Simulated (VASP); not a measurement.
# LiBr, self-consistent run: which settings are enough?

LiBr, molecule in box, 2 atoms in the cell. PBE; PAW potentials Li_sv, Br (PBE set). VASP 6.6.1.

Wanted: levels at the zone centre within 0.01 eV.

What the run is for: levels; Accuracy asked: standard.

Levels at the zone centre: counted from the valence top at that point.

POSCAR:
```
LiBr
1.0
   11.0000000000      0.0000000000      0.0000000000
    0.0000000000     10.0000000000      0.0000000000
    0.0000000000      0.0000000000     10.0000000000
Li Br
1 1
Direct
    0.4170909100      0.5328800000      0.4555900000
    0.5852727300      0.4713200000      0.5512100000
```

The series start from Plane-wave cutoff (eV): 650; Precision mode (PREC): Accurate; Aspherical gradient terms in the spheres (LASPH): yes; Projection operators (LREAL): Auto, ROPT -0.00025; Support grid and gradient cutoff: ADDGRID=False GGA_COMPAT=False. Each series keeps the choices made before it, and each single choice may use up half of a tolerance.

## Plane-wave cutoff (eV)

| Plane-wave cutoff (eV) | Levels at the zone centre, largest deviation (eV) | SCF iterations | Time (s) |
|---|---|---|---|
| 500 | 0.005 | 27 | 91 |
| 580 | 0.003 | 27 | 109 |
| 650 | 0.002 | 27 | 147 |
| 750 | 0.001 | 27 | 154 |
| 900 (reference) | 0.000 | 27 | 218 |

Chosen: 580, the loosest value from which every tighter one stays within half of the tolerance.

## Precision mode (PREC)

| Precision mode (PREC) | Levels at the zone centre, largest deviation (eV) | SCF iterations | Time (s) |
|---|---|---|---|
| Low | 0.013 | 27 | 18 |
| SingleN | 0.015 | 27 | 17 |
| Normal | 0.005 | 27 | 45 |
| Accurate (reference) | 0.000 | 27 | 109 |

Chosen: Normal.

## Aspherical gradient terms in the spheres (LASPH)

| Aspherical gradient terms in the spheres (LASPH) | Levels at the zone centre, largest deviation (eV) | SCF iterations | Time (s) |
|---|---|---|---|
| yes | 0.000 | 27 | 45 |
| no | 0.001 | 27 | 43 |

Chosen: yes; no other choice that stays within half of the tolerance saves 30 % of the time.

## Projection operators (LREAL)

| Projection operators (LREAL) | Levels at the zone centre, largest deviation (eV) | SCF iterations | Time (s) |
|---|---|---|---|
| Auto, ROPT -0.005 | 0.009 | 27 | 44 |
| Auto, ROPT -0.002 | 0.002 | 27 | 44 |
| Auto, ROPT -0.001 | 0.002 | 27 | 47 |
| Auto, ROPT -0.0005 | 0.000 | 27 | 47 |
| Auto, ROPT -0.00025 | 0.000 | 27 | 45 |
| Auto, ROPT -0.0001 | 0.000 | 27 | 50 |
| False (reference) | 0.000 | 27 | 48 |

Chosen: Auto, ROPT -0.002.

## Support grid and gradient cutoff

| Support grid and gradient cutoff | Levels at the zone centre, largest deviation (eV) | SCF iterations | Time (s) |
|---|---|---|---|
| ADDGRID=False GGA_COMPAT=False | 0.000 | 27 | 44 |
| ADDGRID=True GGA_COMPAT=False | 0.001 | 27 | 83 |
| ADDGRID=False GGA_COMPAT=True | 0.006 | 27 | 42 |

Chosen: ADDGRID=False GGA_COMPAT=False.

## All choices together

| Input | Levels at the zone centre, largest deviation (eV) | Time (s) |
|---|---|---|
| the program's defaults (naive) | 0.002 | 24 |
| chosen settings | 0.005 | 112 |
| reference settings throughout | 0.000 | 189 |

The tolerance is met.

Values of the reference run: Levels at the zone centre: -0.0026, 0, 3.833 eV from the valence top at Gamma.

1 cheaper combination failed this check first and made the worst setting one step tighter.

## The input

INCAR:
```
GGA      = PE             # functional
ISMEAR   = 0              # smearing method
SIGMA    = 0.03           # smearing width, eV
LWAVE    = False          # write WAVECAR
LCHARG   = False          # write CHGCAR
ISIF     = 0              # what is computed and relaxed
PREC     = Accurate       # precision mode
LASPH    = True           # aspherical terms in the spheres
LREAL    = Auto         
ALGO     = Normal         # electronic algorithm
EDIFF    = 1E-6           # SCF threshold, eV
NELM     = 120            # most SCF steps
GGA_COMPAT= False        
ENCUT    = 580            # plane-wave cutoff, eV
EFERMI   = MIDGAP       
NELMDL   = -8           
ROPT     = -0.002 -0.002
ADDGRID  = False         
```

KPOINTS:
```
k-points
0
Gamma
  1 1 1
```

Commands:
```
cat potpaw_PBE.64/Li_sv/POTCAR potpaw_PBE.64/Br/POTCAR > POTCAR
mpirun -np 1 vasp_gam > vasp.out
```

The naive input happens to agree within the tolerance here, in 24 s.

The chosen input took VASP 6.6.1 112 s on 1 core (Intel Xeon Platinum 8259CL @ 2.50GHz (Skylake/Cascade Lake)), a shared host.

## An input that fails: mixing far too strong

VASP's message: ERROR FEXCP: supplied Exchange-correletion table is too small, maximal index : 4058.

Changes against the starting input:
```
- NELM = 120
+ NELM = 99
+ IMIX = 1
+ AMIX = 2.0
+ BMIX = 0.0001
```
